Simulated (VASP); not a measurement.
# ZrS (Fm-3m) in VASP: a series of runs

One crystal, ZrS, is run at these levels: HSE(alpha, omega); tasks: single point.

Everything below comes from runs of VASP 6.6.1. Logs are shortened: lines on timing, memory, paths and dates and some standing lists are left out, and cuts for length are marked.

## Step 1: Starting point

The structure is cubic, space group Fm-3m (No. 225). Conventional cell: a = 5.250 Å, b = 5.250 Å, c = 5.250 Å, α = 90.00°, β = 90.00°, γ = 90.00°. Zr (site symmetry m-3m) has 6 S at 2.62 Å as nearest neighbours. Around S (site symmetry m-3m) lie 6 Zr at 2.62 Å.

## Step 2: Single point, HSE(alpha, omega)

Input file POSCAR:

```
ZrS
1.0
    0.0000000000      2.6250000000      2.6250000000
    2.6250000000      0.0000000000      2.6250000000
    2.6250000000      2.6250000000      0.0000000000
Zr S
1 1
Direct
    0.0000000000      0.0000000000      0.0000000000
    0.5000000000      0.5000000000      0.5000000000
```

Input file INCAR.step1:

```
ALGO = Normal
EDIFF = 1E-5
ENCUT = 520
GGA = PE
ISIF = 2
ISMEAR = -1
LASPH = T
LREAL = F
LWAVE = T
NELM = 60
PREC = Accurate
SIGMA = 0.05
```

Input file INCAR.step2:

```
AEXX = 0.25
ALGO = Normal
EDIFF = 1E-6
ENCUT = 520
GGA = PE
HFSCREEN = 0.15
ISIF = 2
ISMEAR = -1
ISTART = 1
LASPH = T
LCHARG = F
LHFCALC = T
LREAL = F
LWAVE = F
NELM = 60
PREC = Accurate
PRECFOCK = Fast
SIGMA = 0.05
```

Input file KPOINTS:

```
k-points
0
Gamma
  5 5 5
```

Potentials or basis: VASP PAW PBE potentials, release 64 (Zr_sv, S).

Started as:

```
$ cat potpaw_PBE.64/Zr_sv/POTCAR potpaw_PBE.64/S/POTCAR > POTCAR
$ cp INCAR.step1 INCAR
$ mpirun -np 1 vasp_std > vasp.out
$ cp INCAR.step2 INCAR
$ mpirun -np 1 vasp_std > vasp.out
```

OUTCAR:

```text
AEXX = 0.25
   EDIFF = 1E-6
   ENCUT = 520
   GGA = PE
   HFSCREEN = 0.15
   ISIF = 2
   ISMEAR = -1
   ISTART = 1
   LASPH = T
   LHFCALC = T
   LREAL = F
   NELM = 60
   PREC = Accurate
   PRECFOCK = Fast

 ion  position               nearest neighbor table
   1  0.000  0.000  0.000-   2 2.62   2 2.62   2 2.62   2 2.62   2 2.62   2 2.62
   2  0.500  0.500  0.500-   1 2.62   1 2.62   1 2.62   1 2.62   1 2.62   1 2.62

  LATTYP: Found a face centered cubic cell.
 ALAT       =     5.2500000000

  Lattice vectors:

 A1 = (   0.0000000000,   2.6250000000,   2.6250000000)
 A2 = (   2.6250000000,   0.0000000000,   2.6250000000)
 A3 = (   2.6250000000,   2.6250000000,   0.0000000000)

Analysis of symmetry for initial positions (statically):
=====================================================================
 Subroutine PRICEL returns:
 Original cell was already a primitive cell.

 Routine SETGRP: Setting up the symmetry group for a
 face centered cubic supercell.

 Subroutine GETGRP returns: Found 48 space group operations
 (whereof 48 operations were pure point group operations)
 out of a pool of 48 trial point group operations.

The static configuration has the point symmetry O_h .

Analysis of symmetry for dynamics (positions and initial velocities):
=====================================================================
 Subroutine PRICEL returns:
 Original cell was already a primitive cell.

 Routine SETGRP: Setting up the symmetry group for a
 face centered cubic supercell.

 Subroutine GETGRP returns: Found 48 space group operations
 (whereof 48 operations were pure point group operations)
 out of a pool of 48 trial point group operations.

The dynamic configuration has the point symmetry O_h .

 Subroutine INISYM returns: Found 48 space group operations
 (whereof 48 operations are pure point group operations),
 and found     1 'primitive' translations

----------------------------------------------------------------------------------------

                                     Primitive cell

  volume of cell :      36.1758

  direct lattice vectors                    reciprocal lattice vectors
     0.000000000  2.625000000  2.625000000    -0.190476190  0.190476190  0.190476190
     2.625000000  0.000000000  2.625000000     0.190476190 -0.190476190  0.190476190
     2.625000000  2.625000000  0.000000000     0.190476190  0.190476190 -0.190476190

  length of vectors
     3.712310601  3.712310601  3.712310601     0.329914440  0.329914440  0.329914440

  position of ions in fractional coordinates (direct lattice)
     0.000000000  0.000000000  0.000000000
     0.500000000  0.500000000  0.500000000

  ion indices of the primitive-cell ions
   primitive index   ion index
                 1           1
                 2           2

----------------------------------------------------------------------------------------

 KPOINTS: k-points

Automatic generation of k-mesh.
 Grid dimensions read from file:
 generate k-points for:    5    5    5

 Generating k-lattice:

  Cartesian coordinates                     Fractional coordinates (reciprocal lattice)
    -0.038095238  0.038095238  0.038095238     0.200000000  0.000000000  0.000000000
     0.038095238 -0.038095238  0.038095238     0.000000000  0.200000000  0.000000000
     0.038095238  0.038095238 -0.038095238     0.000000000  0.000000000  0.200000000

  Length of vectors
     0.065982888  0.065982888  0.065982888

  Shift w.r.t. Gamma in fractional coordinates (k-lattice)
     0.000000000  0.000000000  0.000000000

 Subroutine IBZKPT returns following result:
 ===========================================

 Found     10 irreducible k-points:

 Following reciprocal coordinates:
            Coordinates               Weight
  0.000000  0.000000  0.000000      1.000000
  0.200000  0.000000  0.000000      8.000000
  0.400000  0.000000  0.000000      8.000000
  0.200000  0.200000  0.000000      6.000000
  0.400000  0.200000  0.000000     24.000000
 -0.400000  0.200000  0.000000     24.000000
 -0.200000  0.200000  0.000000     12.000000
  0.400000  0.400000  0.000000      6.000000
 -0.400000  0.400000  0.000000     12.000000
 -0.400000  0.400000  0.200000     24.000000
   k-points           NKPTS =     10   k-points in BZ     NKDIM =    125   number of bands    NBANDS=     13
   number of dos      NEDOS =    301   number of ions     NIONS =      2
   total plane-waves  NPLWV =  21952
   dimension x,y,z NGX =    28 NGY =   28 NGZ =   28
   dimension x,y,z NGXF=    56 NGYF=   56 NGZF=   56
   ions per type =               1   1
   NGX,Y,Z   is equivalent  to a cutoff of  12.54, 12.54, 12.54 a.u.
   NGXF,Y,Z  is equivalent  to a cutoff of  25.08, 25.08, 25.08 a.u.
 SYSTEM =  unknown system
   PREC   = accura    normal or accurate (medium, high low for compatibility)
   ISTART =      1    job   : 0-new  1-cont  2-samecut
   ICHARG =      0    charge: 1-file 2-atom 10-const
   ISPIN  =      1    spin polarized calculation?
   LNONCOLLINEAR =      F non collinear calculations
   LSORBIT =      F    spin-orbit coupling
   LASPH  =      T    aspherical Exc in radial PAW
   ENCUT  =  520.0 eV  38.22 Ry    6.18 a.u.   6.90  6.90  6.90*2*pi/ulx,y,z
   NELM   =     60;   NELMIN=  2; NELMDL=  0     # of ELM steps
   EDIFF  = 0.1E-05   stopping-criterion for ELM
   LREAL  =      F    real-space projection
   EDIFFG = 0.1E-04   stopping-criterion for IOM
   NSW    =      0    number of steps for IOM
   IBRION =     -1    ionic relax: 0-MD 1-quasi-New 2-CG
   NFREE  =      0    steps in history (QN), initial steepest desc. (CG)
   ISIF   =      2    stress and relaxation
   ISYM   =      3    0-nonsym 1-usesym 2-fastsym
   POTIM  = 0.5000    time-step for ionic-motion
   TEBEG  =    0.0;   TEEND  =   0.0 temperature during run
   PSTRESS=    0.0 pullay stress
   NELECT =      18.0000    total number of electrons
   NUPDOWN=      -1.0000    fix difference up-down
   EMIN   =  10.00;   EMAX   =-10.00  energy-range for DOS
   EFERMI =   0.00;   METHOD = LEGACY
   ISMEAR =    -1;   SIGMA  =   0.05  broadening in eV -4-tet -1-fermi 0-gaus
   EFERMI_NEDOS =   21; number of points for ismear=-14 and -15
   IALGO  =     38    algorithm
   IMIX   =      1    mixing-type and parameters
     AMIX     =   0.40;   BMIX     =  1.00
     AMIX_MAG =   1.60;   BMIX_MAG =  1.00
  volume/ion in A,a.u.               =      18.09       122.06
  Fermi-wavevector in a.u.,A,eV,Ry     =   1.297258  2.451462 22.896950  1.682878
  Thomas-Fermi vector in A             =   2.428662
   LORBIT       =      0    0 simple, 1 ext, 2 COOP (PROOUT), +10 PAW based schemes
   GGA     = PE    functional components
   LHFCALC =     T    Hartree Fock is set to
   PRECFOCK=fast      Normal, Fast or Accurate (Low or Medium for compatibility)
   ENCUT4O =  -1.0   cutoff for four orbital integrals eV
   NKREDX  =     1    reduce k-point grid by
   NKREDY  =     1    reduce k-point grid by
   NKREDZ  =     1    reduce k-point grid by
   AEXX    =    0.2500 exact exchange contribution
   HFSCREEN=    0.1500 screening length (either q_TF or 0.3 A-1)
   HFSCREENC=   0.1500 screening length for correlation (either q_TF or 0.3 A-1)
   ENCUTFOCK=  -1.0 apply spherical cutoff to Coloumb kernel
   IVDW    =     0    specifies the selected vdW correction
   LEPSILON=     F    determine dielectric tensor
   LRPA    =     F    only Hartree local field effects (RPA)
 non-spin polarized calculation
  energy-cutoff  :      520.00
  volume of cell :       36.18
 maximum number of plane-waves:       990
  NGX = 16; NGY = 16; NGZ = 16

 number of electron      18.0000000 magnetization

 Free energy of the ion-electron system (eV)
  ---------------------------------------------------
  ext. energy  EPLUGINS =         0.00000000
  ---------------------------------------------------
  free energy    TOTEN  =       -18.42566255 eV

  energy without entropy =      -18.41857408  energy(sigma->0) =      -18.42211831

 E-fermi :  10.9975     XC(G=0):  -9.2248

 val. band max:       10.9960614644   @ k =  -0.2000   0.2000   0.0000
 cond. band min:      11.4279777743   @ k =  -0.4000   0.2000   0.0000
 fundamental gap:      0.4319163099
 Fermi energy:        10.9974949718

 k-point     1 :       0.0000    0.0000    0.0000
  band No.  band energies     occupation
      1     -43.0817      2.00000
      2     -19.6521      2.00000
      3     -19.6521      2.00000
      4     -19.6521      2.00000
      5      -7.1676      2.00000
      6       6.4806      2.00000
      7       6.4806      2.00000
      8       6.4806      2.00000
      9       9.1986      2.00000
     10       9.1986      2.00000
     11       9.1986      2.00000
     12      10.3196      2.00000
     13      10.3196      2.00000

 k-point     2 :       0.2000    0.0000    0.0000
  band No.  band energies     occupation
      1     -43.0709      2.00000
      2     -19.8031      2.00000
      3     -19.6648      2.00000
      4     -19.6648      2.00000
      5      -6.6434      2.00000
      6       4.2522      2.00000
      7       5.1505      2.00000
      8       5.1505      2.00000
      9      10.0194      2.00000
     10      10.1370      2.00000
     11      10.1371      2.00000
     12      12.5606      0.00000
     13      12.5606      0.00000

 k-point     3 :       0.4000    0.0000    0.0000
  band No.  band energies     occupation
      1     -43.0533      2.00000
      2     -20.0363      2.00000
      3     -19.6847      2.00000
      4     -19.6847      2.00000
      5      -5.6464      2.00000
      6       1.8607      2.00000
      7       3.9721      2.00000
      8       3.9721      2.00000
      9      11.6977      0.00000
     10      12.1920      0.00000
     11      12.1920      0.00000
     12      14.5572      0.00000
     13      16.0895      0.00000
[... 81 lines left out ...]
 k-point     9 :      -0.4000    0.4000    0.0000
  band No.  band energies     occupation
      1     -43.0400      2.00000
      2     -19.9486      2.00000
      3     -19.8515      2.00000
      4     -19.7614      2.00000
      5      -6.0058      2.00000
      6       3.4769      2.00000
      7       3.8329      2.00000
      8       4.7632      2.00000
      9       8.4903      2.00000
     10      13.2947      0.00000
     11      13.3624      0.00000
     12      13.5118      0.00000
     13      14.1055      0.00000

 k-point    10 :      -0.4000    0.4000    0.2000
  band No.  band energies     occupation
      1     -43.0423      2.00000
      2     -19.9389      2.00000
      3     -19.8414      2.00000
      4     -19.7590      2.00000
      5      -5.8658      2.00000
      6       2.9662      2.00000
      7       4.0584      2.00000
      8       4.0722      2.00000
      9       9.9587      2.00000
     10      12.1373      0.00000
     11      13.0292      0.00000
     12      13.6486      0.00000
     13      14.8547      0.00000

------------------------ aborting loop because EDIFF is reached ----------------------------------------

  FORCE on cell =-STRESS in cart. coord.  units (eV):
  Direction    XX          YY          ZZ          XY          YZ          ZX
  --------------------------------------------------------------------------------------
  -------------------------------------------------------------------------------------
  Total       -1.2942736     -1.2942736     -1.2942736      0.0000000      0.0000000      0.0000000
  in kB      -57.3216617    -57.3216617    -57.3216617      0.0000000      0.0000000      0.0000000
  external PRESSURE =     -57.3216617 kB  Pullay stress =       0.0000000 kB

 VOLUME and BASIS-vectors are now :
 -----------------------------------------------------------------------------
  energy-cutoff  :      520.00
  volume of cell :       36.18
      direct lattice vectors                 reciprocal lattice vectors
     0.000000000  2.625000000  2.625000000    -0.190476190  0.190476190  0.190476190
     2.625000000  0.000000000  2.625000000     0.190476190 -0.190476190  0.190476190
     2.625000000  2.625000000  0.000000000     0.190476190  0.190476190 -0.190476190

 POSITION                                       TOTAL-FORCE (eV/Angst)
 -----------------------------------------------------------------------------------
      0.00000      0.00000      0.00000         0.000000      0.000000      0.000000
      2.62500      2.62500      2.62500         0.000000      0.000000      0.000000
 -----------------------------------------------------------------------------------
    total drift:                                0.000000     -0.000000      0.000000

  FREE ENERGIE OF THE ION-ELECTRON SYSTEM (eV)
  ---------------------------------------------------
  free  energy   TOTEN  =       -18.4256625478 eV

  energy  without entropy=      -18.4185740779  energy(sigma->0) =      -18.42211831
```

It took 2.4 min on 1 thread of Intel Xeon 6975P-C (Granite Rapids), shared host; peak memory 0.26 GiB.

Results:

```
Free energy : -18.4257 eV
Pressure    : -5.7 GPa
```

Caveat: the k mesh is coarse (spacing up to 0.41 Å⁻¹), so the values aren't converged, least of all with exact exchange; the bands computed are all filled at some k points, so no gap is given; the PAW data sets were made with another functional, which shifts forces and pressure a little.

## Step 3: Single point, HSE(alpha, omega)

POSCAR is that of step 2.

INCAR.step1 is that of step 2.

Edit INCAR.step2 of step 2 so:

```diff
@@ -5,3 +5,3 @@
 GGA = PE
-HFSCREEN = 0.15
+HFSCREEN = 0.2
 ISIF = 2
```

KPOINTS is that of step 2.

Potentials or basis: VASP PAW PBE potentials, release 64 (Zr_sv, S).

Started as:

```
$ cat potpaw_PBE.64/Zr_sv/POTCAR potpaw_PBE.64/S/POTCAR > POTCAR
$ cp INCAR.step1 INCAR
$ mpirun -np 1 vasp_std > vasp.out
$ cp INCAR.step2 INCAR
$ mpirun -np 1 vasp_std > vasp.out
```

It took 2.4 min on 1 thread of Intel Xeon 6975P-C (Granite Rapids), shared host; peak memory 0.25 GiB.

It converged, with:

| Item | Value |
| --- | --- |
| Free energy | -18.1045 eV |
| Pressure | -5.5 GPa |

Levels at points of the mesh, in eV from the Fermi level:
```csv
k point,band 5,band 6,band 7,band 8,band 9,band 10,band 11,band 12,band 13
"(0.00, 0.00, 0.00)",-18.05,-4.44,-4.44,-4.44,-1.72,-1.72,-1.72,-0.67,-0.67
```

Caveat: the k mesh is coarse (spacing up to 0.41 Å⁻¹), so the values aren't converged, least of all with exact exchange; the bands computed are all filled at some k points, so no gap is given; the PAW data sets were made with another functional, which shifts forces and pressure a little.

## Step 4: Single point, HSE(alpha, omega)

POSCAR is that of step 3.

INCAR.step1 is that of step 3.

Edit INCAR.step2 of step 3 so:

```diff
@@ -5,3 +5,3 @@
 GGA = PE
-HFSCREEN = 0.2
+HFSCREEN = 0.3
 ISIF = 2
```

KPOINTS is that of step 3.

Started as:

```
$ cat potpaw_PBE.64/Zr_sv/POTCAR potpaw_PBE.64/S/POTCAR > POTCAR
$ cp INCAR.step1 INCAR
$ mpirun -np 1 vasp_std > vasp.out
$ cp INCAR.step2 INCAR
$ mpirun -np 1 vasp_std > vasp.out
```

Wall time 2.5 min (1 thread of Intel Xeon 6975P-C (Granite Rapids), shared host); peak memory 0.25 GiB.

Results (log left out):

| Item | Value |
| --- | --- |
| Free energy | -17.5586 eV |
| Pressure | -5.1 GPa |

Levels at points of the mesh, in eV from the Fermi level:
| k point | band 7 | band 8 | band 9 | band 10 | band 11 | band 12 |
| --- | --- | --- | --- | --- | --- | --- |
| (0.00, 0.00, 0.00) | -4.32 | -4.32 | -1.62 | -1.62 | -1.62 | -0.67 |

Caveat: the k mesh is coarse (spacing up to 0.41 Å⁻¹), so the values aren't converged, least of all with exact exchange; the bands computed are all filled at some k points, so no gap is given; the PAW data sets were made with another functional, which shifts forces and pressure a little.

## Step 5: Summary

```csv
screening parameter,pressure (GPa)
0.15,-5.7
0.2,-5.5
0.3,-5.1
```

Alike in all rows: task single point; level HSE(alpha, omega); potentials or basis VASP PAW PBE potentials, release 64 (Zr_sv, S); no spin polarisation; cell as given; k mesh 5 × 5 × 5; cutoff (eV) 520; smearing fermi-dirac 0.05 eV; the mesh is coarse, so values aren't converged.

Caveats: all runs use coarse meshes; the bands computed are all filled at some k points, so no gap is given; the PAW data sets were made with another functional, which shifts forces and pressure a little.

Absolute energies hang on the potentials; compare differences alone.
